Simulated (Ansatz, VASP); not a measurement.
## Al: VASP beside Ansatz

```
Al
1.0
     2.81246    0.00000    0.00000
    -1.40623    2.43566    0.00000
     0.00000    0.00000    4.86685
Al
2
Direct
  0.33333 0.66667 0.25000
  0.66667 0.33333 0.75000
```

This isn't the form of Al at room conditions, which is fcc.

Alike in both runs: functional PBE0; k mesh 6 × 6 × 3; occupations fermi-dirac, width 0.05 eV; no spin polarisation.

|  | VASP | Ansatz |
| --- | --- | --- |
| version | VASP 6.6.1 | Ansatz 0.2.0 |
| potentials or method | VASP PAW PBE potentials, release 64 (Al) | Ansatz PAW |
| plane-wave cutoff (eV) | 520 | 420 |
| valence electrons in the cell | 6 | 6 |
| task | single point | projected density of states |

Ansatz gave:

```
gap on the k mesh at the Fermi level (eV)       : none
pressure (GPa)                                  : 1.0
largest component of the traceless stress (GPa) : 6.58
```

**Question.** What did VASP give for the same quantities?

**Answer.** gap on the k mesh at the Fermi level (eV): none; pressure (GPa): 0.9; largest component of the traceless stress (GPa): 6.43.

A gap of «none» marks a metal or a gap that the smearing closes. The functional is the same, so the differences come from potentials, cutoffs and numerics.

Caveats: the k mesh is coarse (spacing up to 0.43 Å⁻¹), so the values aren't converged, least of all with exact exchange; the PAW data sets were made with another functional, which shifts forces and pressure a little (VASP); the PAW data sets come from PBE, with cores solved anew for the run's functional, which leaves a small shift of forces and pressure (Ansatz); the density of states is complete only up to the lowest level of the last band computed (Ansatz); the thresholds are loose for stress (Ansatz).
